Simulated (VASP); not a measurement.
Runs of VASP 6.6.1 on ZrC. Symmetry: Fm-3m, No. 225, cubic system. The conventional cell has a = 4.700 Å, b = 4.700 Å, c = 4.700 Å, α = 90.00°, β = 90.00°, γ = 90.00°. Zr (site symmetry m-3m) has 6 C at 2.35 Å as nearest neighbours. C (site symmetry m-3m) has 6 Zr at 2.35 Å as nearest neighbours. 

```tsv
task	level	potentials or basis	spin	gap on the mesh (eV)	pressure (GPa)
single point	LDA	VASP PAW LDA potentials, release 64 (Zr_sv, C)	off	none	-8.1
single point	r2SCAN	VASP PAW PBE potentials, release 64 (Zr_sv, C)	off	none	1.9
electric field gradients	PBE	VASP PAW PBE potentials, release 64 (Zr_sv, C)	non-collinear, zero start, SOC	-	(a)
electric field gradients	LDA	VASP PAW LDA potentials, release 64 (Zr_sv, C)	off	none	-8.1
```

Alike in all rows: cell as given; k mesh 15 × 15 × 15; cutoff (eV) 520; smearing fermi-dirac 0.05 eV.

Fill in the values left out.

(a) 1.4.

Caveats: the PAW data sets were made with another functional, which shifts forces and pressure a little (some runs).

A k mesh can miss the band edges, and rows without SOC leave out spin-orbit coupling on Zr.

A gap of «none» marks a metal or a gap under the smearing width.
